In CsPbCl3 each chlorine sits between two lead atoms, and these Pb–Cl–Pb links form a nearly cubic frame around caesium. Here the three chlorines of the cell are shifted as one group along a line while caesium, lead and the cell stay fixed. The line crosses one of the links at a right angle and meets the other two at about 45°. Two chlorines therefore move partly towards a lead atom, and the third moves sideways.

Calculated values. The three Cl atoms of CsPbCl3 (R32, 5-atom cell, 36.59 Å³ an atom, not relaxed) are shifted together along the Cartesian direction (-0.5, 0.866, 0). Ansatz 0.2.0, PBEsol with scalar-relativistic PAW, 420 eV cutoff, 6×6×6 k mesh, Gaussian smearing of 0.05 eV. Energies are free energies relative to the undisturbed cell, and pressure is positive in compression.

```
displacement (Å)  energy change (eV a cell)  force along direction (eV/Å summed over the moved atoms)  pressure (GPa)  gap on mesh (eV)
            -0.3                      0.083                                                     0.658           -0.10             2.090
           -0.15                      0.018                                                     0.248           -0.59             2.036
               0                      0.000                                                     0.000           -0.75             2.038
           0.075                      0.004                                                    -0.117           -0.71             2.022
           0.225                      0.045                                                    -0.468           -0.36             2.057
```

**1. Around the row at zero: do the chlorines want to slide away?**

No. A shift of 0.15 Å costs about 0.02 eV a cell and one of 0.3 Å about 0.08 eV, so a tenth of an ångström is cheap and a few tenths are not. The force along direction, summed over the three chlorines, has the opposite sign to the displacement in every shifted row. It always drives them back. The five points thus trace a single valley with its lowest point at the undisturbed cell. The summed force vanishes there by symmetry. Each single chlorine still feels about 0.015 eV/Å, because the starting cell was not relaxed.

**2. At 0.075 Å: is an energy of 0.004 eV real?**

It is real, though the printed value has only one significant digit. The force offers a check, because energy is the work done against it. If the force grows evenly from zero, that work is the area of a triangle, $\tfrac12 \times 0.117 \times 0.075 = 0.0044$ eV. The agreement shows that energy and force belong to the same smooth curve. It is a test of numerical consistency, and an error of the functional would pass it unnoticed.

**3. From −0.15 to −0.3 Å: why does the second step cost so much more than the first?**

An ideal spring would ask four times the energy and twice the force for twice the shift. The table gives about 4.6 times the energy and 2.7 times the force. On the positive side, too, the force grows faster than the displacement. The valley has walls that steepen.

The atoms that make the wall can be identified. At −0.3 Å the shortest Pb–Cl distance has shrunk by 0.19 Å. The force on lead along the line is then −0.72 eV/Å, against only 0.06 eV/Å on caesium. Chlorine is pressing on lead.

The steepening follows from a simple picture. Let $u(r)$ be the energy of one Pb–Cl contact of length $r$, and let a chlorine move by $\delta$ along its link. One contact shortens and the other lengthens, so the cost is

$$u(r-\delta)+u(r+\delta)-2u(r)\approx u''\delta^2+\tfrac{1}{12}u''''\delta^4 .$$

The first term is the spring. The second is positive when the steep repulsion between overlapping electron shells dominates, because that repulsion falls off roughly as an exponential, and every even derivative of a decaying exponential is positive. The table shows the hardening; its assignment to this repulsion is an argument from general chemistry.

**4. On to 0.225 Å: why is the positive side a little stiffer?**

The two directions are not equivalent, since this crystal structure has neither a centre of inversion nor a rotation that reverses this line. A fair comparison uses force divided by displacement. At 0.225 Å this ratio is 8 % above the mean of its values at −0.15 and −0.3 Å, which lie evenly around the same distance on the other side.

The chlorine that moves sideways accounts for most of the excess. In the starting cell each chlorine sits 0.14 to 0.15 Å off the straight line between its two lead neighbours. Interpolation between the rows puts the zero of the force on the sideways chlorine at −0.14 Å, close to the shift that brings it back onto its line. A negative shift first straightens this link, whereas a positive shift bends it further.

If the force on this one atom is taken out, the positive side comes out 6 % softer than the negative one instead of 8 % stiffer. That reversal is no true preference of the other two chlorines. They already feel a small positive force in the undisturbed cell, which lowers the ratio on the positive side and raises it on the negative one. With this starting force subtracted, their two sides agree within a few per cent. The sideways motion is also the easier one: at 0.225 Å the force along the line is 0.07 eV/Å on that chlorine, against 0.20 eV/Å on each of the others.

**5. Down the pressure column: why does a shift either way raise the pressure?**

The undisturbed cell has a negative pressure, −0.75 GPa, which means that it is stretched and would like to shrink. Every shift makes the pressure less negative, and doubling the shift from −0.15 to −0.3 Å makes the rise four times as large. A rise with the square of the shift is what the picture of paired contacts suggests. To first order, the stronger push of the short contact is cancelled by the weaker push of the long one. What survives is the curvature of the repulsion: the short side gains more push than the long side loses, whichever side is short.

**6. What would change if the cell were relaxed first?**

The cell would shrink, and the smaller volume would make this shift cost more. The pressure column tells how much more for each per cent of volume. Pressure $p$ is minus the change of energy with volume $V$. The extra pressure $\Delta p$ caused by a shift is therefore minus the change of its energy cost $\Delta E$ with volume, if the shift is scaled along with the cell. In relative terms,

$$\frac{\mathrm{d}\ln \Delta E}{\mathrm{d}\ln V}=-\frac{\Delta p\,V}{\Delta E}.$$

For the row at −0.3 Å the pressure rise is $-0.10-(-0.75)=0.65$ GPa. The cell volume is $5\times36.59\approx183$ Å$^3$, and 1 eV/Å$^3$ equals 160.2 GPa. Hence

$$\frac{\Delta p\,V}{\Delta E}=\frac{0.65\times183}{160.2\times0.083}\approx 9 .$$

One per cent less volume makes this shift about 9 % more expensive. The row at 0.225 Å gives about 10 %, and the two smaller shifts, taken with more digits than the table prints, give about 11 %. The estimate has no adjustable constant and holds for small changes of volume. It counts the volume alone, while a full relaxation would also move the chlorines, which the forces in the starting cell push towards the straight lines between their lead neighbours. It uses only differences of pressure, in which the error from the finite plane-wave basis should largely cancel. By the same arithmetic, a lattice expanded by heat should resist this shift less, as far as expansion alone is concerned. Purely sideways motion of a chlorine can behave differently, because stretching a link tends to pull it straight.

**7. In the last column: which digits of the gap deserve trust?**

The absolute values deserve little. PBEsol makes gaps too small, while leaving out spin–orbit coupling makes the gap of a lead halide too large, because the coupling would pull down the empty lead 6p states at the bottom of the conduction band. The two errors partly cancel, so a plausible value would be no proof of quality. The k mesh is a lesser worry. It contains the corner of the Brillouin zone, where cubic lead halide perovskites have their band edges, and this frame is nearly cubic.

The change along the scan is more useful, but it too is modest. The gap is 0.05 eV wider at −0.3 Å than in the undisturbed cell. It does not simply follow the size of the shift, for at 0.075 Å it is slightly narrower. A likely reason for the widening is that an off-centre lead atom lets filled and empty states mix and push each other apart, a known effect in halide perovskites that these numbers do not test.

**8. Does the single valley rule out a polar instability?**

It rules out a double well only along this path, in this cell. Moving all chlorines against fixed metal atoms is the same as moving caesium and lead together, by equal amounts, through a rigid chlorine frame. In a real polar distortion the two metals may move by different amounts, and the chlorines need not keep step with one another. Such a combination could avoid the squeezed Pb–Cl contacts that make the wall here.

The size of the cell sets a further limit. At low temperature the PbCl6 octahedra of CsPbCl3 tilt in alternating senses, a pattern that needs more than five atoms to repeat. Tilting moves chlorine mainly across its links, the direction that question 4 found to be soft. A stiff response to one push and an instability towards another can therefore exist in the same crystal.

The ratios, single-atom forces and volume estimate used in these answers are printed below.

Printed output of the fit:

```
Energy cost at -0.30 Å over that at -0.15 Å (ratio): 4.611
Force at -0.30 Å over that at -0.15 Å (ratio): 2.653
Work against the force from 0 to -0.30 Å by Simpson's rule (eV): 0.0825
Work against the force from 0 to 0.075 Å as a triangle (eV): 0.004387
Force over displacement at -0.30 Å (eV/Å²): 2.193
Force over displacement at -0.15 Å (eV/Å²): 1.653
Force over displacement at 0.075 Å (eV/Å²): 1.56
Force over displacement at 0.225 Å (eV/Å²): 2.08
Pressure rise from 0 to -0.30 Å (GPa): 0.65
Pressure rise at -0.30 Å over that at -0.15 Å (ratio): 4.062
Fall of the energy cost for 1 % more volume, from the row -0.30 Å (%): 8.942
Fall of the energy cost for 1 % more volume, from the row 0.225 Å (%): 9.896
Shortening of the shortest Pb-Cl distance at -0.30 Å (Å): 0.194
Share of the shift that runs along the link of each of the other two Cl: 0.7047
Force on Pb along the line at -0.30 Å (eV/Å): -0.7159
Force on Cs along the line at -0.30 Å (eV/Å): 0.05753
Forces along the line on single Cl atoms (eV/Å):
    row  crossing Cl  each of the other two
   -0.3      0.01604                  0.321
  -0.15     0.001526                 0.1232
    0.0     -0.01465               0.007324
  0.075     -0.02715               -0.04492
  0.225     -0.06926                -0.1994
Displacement at which the force on the crossing Cl vanishes (Å): -0.1358
Distance of Cl from the straight Pb-Pb line in the start cell (Å): 0.141
Force over displacement at 0.225 Å above the mean of -0.15 and -0.30 Å (%): 8.146
The same without the force on the crossing Cl (%): -6.31
Gap at -0.30 Å less gap at 0 (eV): 0.052
Gap at 0.075 Å less gap at 0 (eV): -0.016
```
